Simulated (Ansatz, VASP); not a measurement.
# Rh (Rh wire along [110], 3 atoms a period): VASP beside Ansatz

Aim: how closely do two programs agree when they are given the same cell, functional and k mesh? The structure shown is the start of the Ansatz relaxation below; VASP solves that cell, so the two are compared at the walk's first step.

Program: Ansatz 0.2.0. Level of theory: plane waves, with VASP 6.6.1 beside it; single point at PBE. Results are calculated unless marked as measured.

## Step 1: The structure

The cell holds 3 atoms: 3 Rh. Its edges and angles: a = 8.715 Å, b = 9.508 Å, c = 2.708 Å, α = 90.0°, β = 90.0°, γ = 90.0°. Vacuum lies along a and b. The structure's axis is c.

## Step 2: Ansatz: relaxation, PBE

Ansatz runs on its default PAW (the set named soft_2) files.

The two programs are compared at the cell with which this relaxation starts, whose forces are those of its first step.

input.yaml

```yaml
crystal:
  lattice:
    - [8.715, 0.0, 0.0]
    - [0.0, 9.508, 0.0]
    - [0.0, 0.0, 2.7082189719]
  atoms:
    - { symbol: Rh, position: [0.390131956, 0.357593605, 0.0], spin: 0.8 }
    - { symbol: Rh, position: [0.609868044, 0.500011515, 0.5], spin: 0.8 }
    - { symbol: Rh, position: [0.390131956, 0.642429425, 0.0], spin: 0.8 }
magnetization:
  spin_polarized: true
kpoints:
  mp_grid: { grid: [1, 1, 30] }
scf:
  occupations: { method: fermi_dirac, width: 0.05 }
hamiltonian:
  xc: pbe
relax:
  cell: { fix: [a, b, alpha, beta, gamma] }
  max_steps: 60
```

The run is started by

```sh
$ ansatz run input.yaml --threads 4 --pin off --max-ram 16384MiB --backend cpu --events-out ev --progress --plain --runs-dir out
```

Numbers of over 12 decimals in the logs are rounded to 6 here.

Log:

```text
Engine: ansatz 0.2.0, aarch64-unknown-linux-gnu
Pseudopotentials: kind: paw
Pseudopotential: Rh, paw, valence charge 17, recommended cutoff 420 eV (normal), Rh.paw.azcp
Functional definition: PBE
  parameter kappa = 0.804
  parameter beta = 0.066725
  exchange = pbe_x(kappa = kappa, mu = beta*pi^2/3)
  correlation = pbe_c(beta = beta)
Crystal: 3 atoms, lattice volume = 224.409 Å³
Basis set: ecut = 420 eV, 4431 PW (Γ), exchange–correlation on 120×128×40 points (8 copies of the dense FFT grid, shifted against one another)
Bands: 33, of which v1, the nominal top of the filled ones, is band 26 counted from 1 (25 counted from 0)
Symmetry: 4 space group operations
Space group: Pmm2 (ITA 25), of the structure as read, at distance tolerance 6.1e-5 Å
Magnetic group: BNS 25.57 (UNI 155), of the structure as read, at distance tolerance 6.1e-5 Å
k-points: 16 of 30
Non-local potential: Rh, projectors of the file, l = 0: 3, l = 1: 2, l = 2: 2, l = 3: 1
PAW form: soft (Blöchl's): semilocal exchange-correlation on the pseudo side does not see the compensation charge
PAW one-centre angular grid: Rh, 590 points (default); XC on 64 Gauss nodes
Initial density: superposition of atomic densities (neutral atoms: chi_scale 0, normalization atom)
Starting moments: Σ|m| = 2.4 μB on 3 of 3 sites
Initial wavefunctions: pseudopotential atomic-orbital guess
Functional: x = pbe(κ = 0.804, μ = 0.219515), c = pbe(β = 0.066725)
SCF iter   1: F=—  HF=-19203.409633 eV  |F-HF|=—  |Δ(HF+E_count)|=         —  Δρ=2.06e-2 (↑1.57e-2 ↓2.06e-2)  dr2=4.36e0  dr2_m=7.85e-2  M=2.396 μB ∫|m|=2.405 μB  β_m=0.30  ethr=3.10e-3  ⟨swp⟩=6.3  Hψ=4471  notcnv=0  defer=1
Mixer restart at iter 1: flushing history
preconditioner: auto → LDOS  [metal: Δε(μ)=0.004 eV  Ē_g=4.739 eV  σ=0.050 eV  W_gap=0.02  n_scr=30 (ndim 8)  ℏωp=12.9 eV  f_vac=0.617  D(μ)=11.28/eV (n_scr^D=106)]
spin=Collinear: LDOS preconditioning applied to the charge; magnetization (m = ρ↑ − ρ↓) channel mixes plain (no charge-response kernel on spin).
SCF iter   2: F=—  HF=-19202.308416 eV  |F-HF|=—  |Δ(HF+E_count)|=    1.10e0  Δρ=1.22e-2 (↑8.93e-3 ↓1.22e-2)  dr2=8.26e-1  dr2_m=5.29e-2  M=2.467 μB ∫|m|=2.480 μB  β_m=0.40  ethr=3.10e-3  ⟨swp⟩=2.0  Hψ=1955  notcnv=0  defer=27
SCF iter   3: F=—  HF=-19202.169204 eV  |F-HF|=—  |Δ(HF+E_count)|=   1.39e-1  Δρ=6.15e-3 (↑4.96e-3 ↓6.15e-3)  dr2=1.07e-1  dr2_m=2.60e-2  M=2.555 μB ∫|m|=2.584 μB  β_m=0.61  ethr=1.62e-3  ⟨swp⟩=2.0  Hψ=1730  notcnv=0  defer=26
SCF iter   4: F=—  HF=-19202.255349 eV  |F-HF|=—  |Δ(HF+E_count)|=         —  Δρ=6.73e-3 (↑6.73e-3 ↓6.32e-3)  dr2=1.26e-2  dr2_m=8.40e-2  M=3.211 μB ∫|m|=3.271 μB  β_m=0.61  ethr=2.09e-4  ⟨swp⟩=2.7  Hψ=1981  notcnv=0  defer=24
SCF iter   5: F=—  HF=-19202.250974 eV  |F-HF|=—  |Δ(HF+E_count)|=   4.37e-3  Δρ=3.54e-3 (↑3.54e-3 ↓3.29e-3)  dr2=2.33e-3  dr2_m=2.27e-2  M=3.299 μB ∫|m|=3.377 μB  β_m=0.80  ethr=2.47e-5  ⟨swp⟩=2.0  Hψ=1702  notcnv=0  defer=24
SCF iter   6: F=—  HF=-19202.250639 eV  |F-HF|=—  |Δ(HF+E_count)|=   3.35e-4  Δρ=5.20e-4 (↑5.20e-4 ↓3.56e-4)  dr2=4.66e-4  dr2_m=2.78e-4  M=3.407 μB ∫|m|=3.508 μB  β_m=0.81  ethr=4.56e-6  ⟨swp⟩=2.2  Hψ=2105  notcnv=0  defer=24
SCF iter   7: F=—  HF=-19202.250711 eV  |F-HF|=—  |Δ(HF+E_count)|=   7.28e-5  Δρ=2.05e-4 (↑1.75e-4 ↓2.05e-4)  dr2=7.82e-5  dr2_m=5.97e-5  M=3.426 μB ∫|m|=3.529 μB  β_m=0.83  ethr=9.14e-7  ⟨swp⟩=2.7  Hψ=1968  notcnv=0  defer=23
SCF iter   8: F=—  HF=-19202.250693 eV  |F-HF|=—  |Δ(HF+E_count)|=   1.80e-5  Δρ=8.88e-5 (↑6.87e-5 ↓8.88e-5)  dr2=1.21e-5  dr2_m=1.04e-5  M=3.436 μB ∫|m|=3.541 μB  β_m=0.91  ethr=1.53e-7  ⟨swp⟩=2.5  Hψ=1925  notcnv=0  defer=23
SCF iter   9: F=—  HF=-19202.250698 eV  |F-HF|=—  |Δ(HF+E_count)|=   4.69e-6  Δρ=2.58e-5 (↑1.83e-5 ↓2.58e-5)  dr2=2.91e-6  dr2_m=5.08e-7  M=3.440 μB ∫|m|=3.546 μB  β_m=0.91  ethr=2.38e-8  ⟨swp⟩=2.5  Hψ=1980  notcnv=0  defer=23
[...]
SCF 1 converged in 13 iterations: F = -19202.250698 eV  dr2 = 3.36e-10
[...]
spin=Collinear: LDOS preconditioning applied to the charge; magnetization (m = ρ↑ − ρ↓) channel mixes plain (no charge-response kernel on spin).
[...]
the starting moments were not kept: the SCF closed with an absolute magnetisation of 1.9e-5 μB, where they sum to 2.4 μB in size (3 sites). That is at most 0.1 of that sum. Measured as dr2_m measures the in/out step, that magnetisation stands 6.7e-11 eV from none, at or under the dr2_threshold of 8.1e-8 eV: it is no larger than a step whose dr2_m would equal this threshold.
SCF 6 converged in 8 iterations: F = -19202.843650 eV  dr2 = 9.16e-10
relax step   6: F+E_penalty+E_count = -19202.84365006 eV  Δ(F+E_penalty+E_count) = -2.362e-4 eV  max|allowed force component| = 4.663e-3 eV/Å  Δτ_max = 0.0036 Å  P = -0.062 GPa  Ω = 208.024 Å³  energy of the carried Pulay correction = +1.809e-3 eV  fix = [a, b, alpha, beta, gamma]  reactions: a -0.176, b +0.012 GPa  (8 SCF iters, dr2 threshold 8.12e-8 eV, accepted)
Basis set: ecut = 420 eV, 4051 PW (Γ), exchange–correlation on 120×128×36 points (8 copies of the dense FFT grid, shifted against one another)
Initial wavefunctions: pseudopotential atomic-orbital guess (no wavefunctions were taken with the density)
iter 1 solved again at ethr=1.06e-6 eV; its pass at ethr=3.10e-3 eV (dr2=5.41e-4 eV) is discarded
SCF iter   1: F=—  HF=-19202.840547 eV  |F-HF|=—  |Δ(HF+E_count)|=         —  Δρ=9.49e-5 (↑9.48e-5 ↓9.49e-5)  dr2=2.01e-5  dr2_m=3.04e-11  M=0.000 μB ∫|m|=0.000 μB  β_m=0.65  ethr=1.06e-6  ⟨swp⟩=3.0  Hψ=7264  notcnv=0
preconditioner: auto → LDOS  [metal: Δε(μ)=0.086 eV  Ē_g=5.154 eV  σ=0.050 eV  W_gap=0.39  n_scr=12 (ndim 8)  ℏωp=13.4 eV  f_vac=0.649  D(μ)=4.88/eV (n_scr^D=26)]
spin=Collinear: LDOS preconditioning applied to the charge; magnetization (m = ρ↑ − ρ↓) channel mixes plain (no charge-response kernel on spin).
SCF iter   2: F=—  HF=-19202.840701 eV  |F-HF|=—  |Δ(HF+E_count)|=   1.55e-4  Δρ=2.70e-5 (↑2.70e-5 ↓2.70e-5)  dr2=1.37e-6  dr2_m=2.11e-11  M=0.000 μB ∫|m|=0.000 μB  β_m=0.49  ethr=3.94e-8  ⟨swp⟩=2.8  Hψ=1908  notcnv=0
SCF iter   3: F=—  HF=-19202.840703 eV  |F-HF|=—  |Δ(HF+E_count)|=   1.40e-6  Δρ=1.37e-5 (↑1.37e-5 ↓1.37e-5)  dr2=3.07e-7  dr2_m=1.20e-11  M=0.000 μB ∫|m|=0.000 μB  β_m=0.58  ethr=2.68e-9  ⟨swp⟩=2.0  Hψ=1492  notcnv=0
SCF iter   4: F=—  HF=-19202.840704 eV  |F-HF|=—  |Δ(HF+E_count)|=   6.42e-7  Δρ=3.25e-6 (↑3.25e-6 ↓3.24e-6)  dr2=4.90e-8  dr2_m=3.63e-12  M=0.000 μB ∫|m|=0.000 μB  β_m=0.63  ethr=6.02e-10  ⟨swp⟩=2.0  Hψ=1502  notcnv=0
SCF iter   5: F=—  HF=-19202.840704 eV  |F-HF|=—  |Δ(HF+E_count)|=   3.78e-8  Δρ=1.10e-6 (↑1.09e-6 ↓1.10e-6)  dr2=8.37e-9  dr2_m=1.48e-12  M=0.000 μB ∫|m|=0.000 μB  β_m=0.60  ethr=9.61e-11  ⟨swp⟩=2.0  Hψ=1500  notcnv=0
SCF iter   6: F=—  HF=-19202.840704 eV  |F-HF|=—  |Δ(HF+E_count)|=  1.09e-10  Δρ=2.81e-7 (↑2.81e-7 ↓2.78e-7)  dr2=7.65e-10  dr2_m=6.87e-13  M=0.000 μB ∫|m|=0.000 μB  β_m=0.68  ethr=1.64e-11  ⟨swp⟩=2.0  Hψ=1526  notcnv=0
SCF iter   7: F=—  HF=-19202.840704 eV  |F-HF|=—  |Δ(HF+E_count)|=   1.52e-8  Δρ=8.59e-8 (↑8.59e-8 ↓8.19e-8)  dr2=5.34e-11  dr2_m=2.08e-13  M=0.000 μB ∫|m|=0.000 μB  β_m=0.82  ethr=1.50e-12  ⟨swp⟩=2.1  Hψ=1510  notcnv=0
SCF iter   8: F=—  HF=-19202.840704 eV  |F-HF|=—  |Δ(HF+E_count)|=  6.55e-11  Δρ=3.55e-8 (↑3.34e-8 ↓3.55e-8)  dr2=1.56e-11  dr2_m=5.54e-14  M=0.000 μB ∫|m|=0.000 μB  β_m=0.71  ethr=1.00e-12  ⟨swp⟩=1.0  Hψ=1056  notcnv=0
SCF iter   9: F=-19202.840704 eV  HF=-19202.840704 eV  |F-HF|=1.82e-11  |Δ(HF+E_count)|=  1.09e-11  Δρ=2.93e-8 (↑2.93e-8 ↓2.79e-8)  dr2=1.47e-11  dr2_m=1.70e-14  M=0.000 μB ∫|m|=0.000 μB  ethr=1.00e-12  ⟨swp⟩=5.0  Hψ=4678  notcnv=0
the starting moments were not kept: the SCF closed with an absolute magnetisation of 6.3e-7 μB, where they sum to 2.4 μB in size (3 sites). That is at most 0.1 of that sum. Measured as dr2_m measures the in/out step, that magnetisation stands 1.1e-13 eV from none, at or under the dr2_threshold of 3.0e-11 eV: it is no larger than a step whose dr2_m would equal this threshold.
SCF 7 converged in 9 iterations: F = -19202.840704 eV  dr2 = 1.47e-11
relax step   7: F+E_penalty+E_count = -19202.84070352 eV  Δ(F+E_penalty+E_count) = +2.947e-3 eV  max|allowed force component| = 4.780e-3 eV/Å  Δτ_max = 0.0000 Å  P = -0.054 GPa  Ω = 208.024 Å³  fix = [a, b, alpha, beta, gamma]  reactions: a -0.173, b +0.017 GPa  stress off target by 5.64e-3 GPa on what of the cell is left free  SCF on the basis re-selected at this cell (its energy is not comparable with the rows above)  (9 SCF iters)
basis re-selected at this cell: Δ(F+E_penalty+E_count) = +2.947e-3 eV, ΔP = +0.008 GPa vs the last step (what re-selecting the basis moved, of the pressure what is left beyond the Pulay correction that the steps carried, after the strain that the cell walked since its last selection, with what the two solves' SCF thresholds leave and, on support functions, any second-order correction that the steps lacked; it is no measure of the basis error at this ecutwfc). The dense FFT grid was sized anew with the basis: this SCF ran on 60×64×18 points, the steps before it on 60×64×20, so part of this shift can come from that change (see relax.cell in the input reference). [rest of the remark cut]
SCF converged after 9 iterations
Magnetization: 0.0000 μB (25.5000 up, 25.5000 down)
Absolute magnetization: 0.0000 μB (∫|ρ↑−ρ↓|, with the PAW one-centre terms)
Spin contamination: 0.0000 ħ² per cell (⟨S²⟩ above its minimum at these occupations)
Per-site moments (μB) at R_I (Å): [(1.9694436913219818e-8, 0.998107), (1.0424528406787548e-7, 1.035571), (1.9694436939281066e-8, 0.998107)]
Free energy (F): -19202.840704 eV
Harris-Foulkes:  -19202.840704 eV  (|F-HF|=1.82e-11)
Internal energy: -19202.796844 eV  (E = F + TS)
E sigma→0 (E₀):  -19202.818774 eV
Entropy (-TS):   -0.043860 eV (-14.620 meV/atom)
Fermi energy:    0.825397 eV
--- Per-component energies (eV) ---
  E_band       = -1310.568195
  E_kinetic    = 1719.014850
  E_local      = -20430.343733  (includes V_loc(G=0)·N_el)
  E_nonlocal   = 1076.145502
  E_hartree    = 8986.030273
  E_xc         = -658.972801
  E_vxc        = -826.128676  (∫ρ·V_xc dr)
  E_paw        = -10765.844400  (= ΣΔE_a)
  E_vpaw       = -821.319253  (= ΣTr[D̂ρ^β])
  E_aug_tail   = 0.002657  (compensation charges beyond the density's cutoff)
  E_ewald      = 871.170809
  E_smearing   = -0.043860  (= −TS)
  E_closure    = 0.000000  (closes the sum)
  Σ components = -19202.840704   (vs F -19202.840704, Δ=0.00e0)
--- Forces (eV/Å), atoms counted from 1 ---
  atom   1  Rh    -0.00000828     0.00477997    -0.00000000
  atom   2  Rh     0.00001377    -0.00000000     0.00000000
  atom   3  Rh    -0.00000828    -0.00477997    -0.00000000
  max |Σ_I F_I| component: 2.80e-6 eV/Å
--- Stress (GPa, compression-positive) ---
       -0.173124       0.000000      -0.000000
        0.000000       0.016558       0.000000
       -0.000000       0.000000      -0.005638
  P = ⅓ Tr σ = -0.0541 GPa (-0.541 kbar)
--- Relaxed structure (6 steps of the walk, 6 accepted, 1 SCFs on fresh bases) ---
  F+E_penalty+E_count = -19202.84070352 eV   max|allowed force component| = 4.780e-3 eV/Å   (the final SCF, on the basis selected at the relaxed cell)
  cell:  # Å, volume = 208.0236 Å³
    - [8.715, 0, 0]
    - [0, 9.508, 0]
    - [0, 0, 2.510476]
  atoms:
    - { symbol: Rh, position: [0.389209, 0.372768, 1.6483005677812604e-19] }
    - { symbol: Rh, position: [0.611713, 0.500011515, 0.500000] }
    - { symbol: Rh, position: [0.389209, 0.627255, 1.6483005677812287e-19] }
```

(Part 1 of 2 ends here.)

[Lines on the potential files, build, host, timing and source positions are cut from VASP's logs without a mark.]

[Logs are printed without paths, hosts, clocks, repeated set-up lines and the standing remarks that a program may print on its own settings, such as how far it seeks lower states.]

[Hosts, paths, dates, database ids (printed as entryN), source tags and the programs' standing remarks are cut or masked in the printed files.]
